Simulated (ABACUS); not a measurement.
# MgB2 (P6/mmm) in ABACUS: equation of state, part 2 of 2

ABACUS 3.10.1. Earlier steps stand in the parts before.

## Step 4: Equation of state, PBEsol, 9.49 Å³/atom (volume scaled by 0.98)

Contents of INPUT:

```
INPUT_PARAMETERS
suffix              MgB2
calculation         scf
basis_type          pw
pseudo_dir          ./
symmetry            1
dft_functional      pbesol
ecutwfc             84
pseudo_rcut         7
nspin               1
nbands              12
ks_solver           dav
smearing_method     fd
smearing_sigma      0.00367493
scf_thr             1e-08
scf_nmax            100
mixing_type         broyden
mixing_beta         0.7
cal_force           1
cal_stress          1
kpar                4
```

Contents of STRU:

```
ATOMIC_SPECIES
Mg 24.3050 Mg.upf
B 10.8100 B.upf

LATTICE_CONSTANT
1.8897261246

LATTICE_VECTORS
3.0642946782 0.0000000000 0.0000000000
-1.5321473391 2.6537570360 0.0000000000
0.0000000000 0.0000000000 3.4993549923

ATOMIC_POSITIONS
Direct

Mg
0.0
1
0.0000000000 0.0000000000 0.0000000000 1 1 1

B
0.0
2
0.6666666667 0.3333333333 0.5000000000 1 1 1
0.3333333333 0.6666666667 0.5000000000 1 1 1
```

Contents of KPT:

```
K_POINTS
0
Gamma
10 10 8 0 0 0
```

Potentials or basis: PseudoDojo NC SR 0.4.1 PBEsol standard, plane waves.

Started as:

```console
$ OMP_NUM_THREADS=1 mpirun -np 4 abacus > log
```

running log:

```text
ABACUS v3.10.1

               Atomic-orbital Based Ab-initio Computation at UStc

 ------------------------------------------------------------------------------------

 READING GENERAL INFORMATION
                           global_out_dir = OUT.MgB2/
                           global_in_card = INPUT
                               pseudo_dir = ./
                              orbital_dir =
                                    DSIZE = 4
                                    GSIZE = 1

 READING UNITCELL INFORMATION
                                    ntype = 2
                  lattice constant (Bohr) = 1.88973
              lattice constant (Angstrom) = 1

[... 422 lines left out ...]
       3       -32.4530     0.00750000
       4       -32.4201     0.00750000
       5       0.791676     0.00750000
       6        1.43536     0.00750000
       7        7.16654     0.00750000
       8        9.56868    0.000267489
       9        12.4630    2.01029e-29
      10        13.2661    2.12815e-36
      11        14.7303    4.07103e-49
      12        16.6108    1.88879e-65

[... levels at 12 further k points ...]

------------------------------------------------------------------------------------------
 TOTAL-FORCE (eV/Angstrom)
------------------------------------------------------------------------------------------
                       Mg1         0.0000000000         0.0000000000         0.0000000000
                        B1         0.0000000000         0.0000000000         0.0000000000
                        B2         0.0000000000         0.0000000000         0.0000000000
------------------------------------------------------------------------------------------

----------------------------------------------------------------
 TOTAL-STRESS (KBAR)
----------------------------------------------------------------
         9.1417298921         0.0000000000        -0.0000000000
        -0.0000000000         9.1417298921         0.0000000000
        -0.0000000000        -0.0000000000        -5.6212750962
----------------------------------------------------------------
 TOTAL-PRESSURE: 4.220728 KBAR

 --------------------------------------------
 !FINAL_ETOT_IS -1773.9985805610922398 eV
 --------------------------------------------
```

stdout:

```text
ABACUS v3.10.1

               Atomic-orbital Based Ab-initio Computation at UStc

%%%%%%%%%%%%%%%%%%%%%%%%%%%%%%%%%%%%%%%%%%%%%%%%%%%%%%%%%%%%%%%%%%%%%%%%%%%%%%%%%%%%%%%%%%%%%%%%%%%%%%%%%
[... 32 lines left out ...]
----------------------------------------------------------------
 TOTAL-STRESS (KBAR)
----------------------------------------------------------------
         9.1417298921         0.0000000000        -0.0000000000
        -0.0000000000         9.1417298921         0.0000000000
        -0.0000000000        -0.0000000000        -5.6212750962
----------------------------------------------------------------
 TOTAL-PRESSURE: 4.220728 KBAR
```

Wall time 6.2 s (4 MPI ranks of Intel Xeon Platinum 8488C (Sapphire Rapids), shared host); peak memory 0.28 GiB.

What came out:

| Quantity | Value |
| --- | --- |
| Free energy | -1773.9986 eV |
| Pressure | 0.4 GPa |
| Band gap on the k mesh | none (metal or under the smearing width) |

## Step 5: Equation of state, PBEsol, 9.68 Å³/atom

INPUT is that of step 4.

Edit STRU of step 4 so:

```diff
@@ -8,5 +8,5 @@
 LATTICE_VECTORS
-3.0642946782 0.0000000000 0.0000000000
--1.5321473391 2.6537570360 0.0000000000
-0.0000000000 0.0000000000 3.4993549923
+3.0850000000 0.0000000000 0.0000000000
+-1.5425000000 2.6716883707 0.0000000000
+0.0000000000 0.0000000000 3.5230000000
```

KPT is that of step 4.

Started as:

```console
$ OMP_NUM_THREADS=1 mpirun -np 4 abacus > log
```

Wall time 6.1 s (4 MPI ranks of Intel Xeon Platinum 8488C (Sapphire Rapids), shared host); peak memory 0.32 GiB.

The run converged. Its results:

```yaml
Free_energy: -1773.9945 eV
Pressure: -2.6 GPa
Band_gap_on_the_k_mesh: none (metal or under the smearing width)
```

## Step 6: Equation of state, PBEsol, 9.87 Å³/atom (volume scaled by 1.02)

INPUT is that of step 5.

Edit STRU of step 5 so:

```diff
@@ -8,5 +8,5 @@
 LATTICE_VECTORS
-3.0850000000 0.0000000000 0.0000000000
--1.5425000000 2.6716883707 0.0000000000
-0.0000000000 0.0000000000 3.5230000000
+3.1054310590 0.0000000000 0.0000000000
+-1.5527155295 2.6893821868 0.0000000000
+0.0000000000 0.0000000000 3.5463318058
```

KPT is that of step 5.

Potentials or basis: PseudoDojo NC SR 0.4.1 PBEsol standard, plane waves.

Started as:

```console
$ OMP_NUM_THREADS=1 mpirun -np 4 abacus > log
```

Run time: 6.1 s. Hardware: 4 MPI ranks of Intel Xeon Platinum 8488C (Sapphire Rapids), shared host; peak memory 0.32 GiB.

It converged, with:

```yaml
Free_energy: -1773.9798 eV
Pressure: -5.4 GPa
Band_gap_on_the_k_mesh: none (metal or under the smearing width)
```

## Step 7: Equation of state, PBEsol, 10.07 Å³/atom (volume scaled by 1.04)

INPUT is that of step 6.

Edit STRU of step 6 so:

```diff
@@ -8,5 +8,5 @@
 LATTICE_VECTORS
-3.1054310590 0.0000000000 0.0000000000
--1.5527155295 2.6893821868 0.0000000000
-0.0000000000 0.0000000000 3.5463318058
+3.1255967608 0.0000000000 0.0000000000
+-1.5627983804 2.7068461969 0.0000000000
+0.0000000000 0.0000000000 3.5693605797
```

KPT is that of step 6.

Started as:

```console
$ OMP_NUM_THREADS=1 mpirun -np 4 abacus > log
```

Wall time 6 s (4 MPI ranks of Intel Xeon Platinum 8488C (Sapphire Rapids), shared host); peak memory 0.32 GiB.

It converged, with:

```yaml
Free_energy: -1773.9556 eV
Pressure: -8.0 GPa
Band_gap_on_the_k_mesh: none (metal or under the smearing width)
```

## Step 8: Equation of state, PBEsol, 10.26 Å³/atom (volume scaled by 1.06)

INPUT is that of step 7.

Edit STRU of step 7 so:

```diff
@@ -8,5 +8,5 @@
 LATTICE_VECTORS
-3.1255967608 0.0000000000 0.0000000000
--1.5627983804 2.7068461969 0.0000000000
-0.0000000000 0.0000000000 3.5693605797
+3.1455055572 0.0000000000 0.0000000000
+-1.5727527786 2.7240877203 0.0000000000
+0.0000000000 0.0000000000 3.5920959734
```

KPT is that of step 7.

Started as:

```console
$ OMP_NUM_THREADS=1 mpirun -np 4 abacus > log
```

It took 6.2 s on 4 MPI ranks of Intel Xeon Platinum 8488C (Sapphire Rapids), shared host; peak memory 0.32 GiB.

The run converged. Its results:

| Property | Result |
| --- | --- |
| Free energy | -1773.9225 eV |
| Pressure | -10.3 GPa |
| Band gap on the k mesh | none (metal or under the smearing width) |

## Step 9: Equation of state, PBEsol

Potentials or basis: PseudoDojo NC SR 0.4.1 PBEsol standard, plane waves.

No new run: the results of the series are fitted here.

Results:

| Quantity | Value |
| --- | --- |
| Equilibrium volume | 9.51 Å³/atom |
| Bulk modulus at fixed shape and positions | 155 GPa |
| Pressure derivative of the bulk modulus | 3.6 |

Energy against volume, from the lowest point:
| volume (Å³/atom) | energy (meV/atom) |
| --- | --- |
| 9.098 | 9.27 |
| 9.292 | 2.51 |
| 9.485 | 0.00 |
| 9.679 | 1.36 |
| 9.873 | 6.24 |
| 10.066 | 14.34 |
| 10.260 | 25.36 |

Caveat: the cell was scaled at fixed shape and fractional positions, which overstates the stiffness of a crystal with free parameters, most of all of layers and chains.
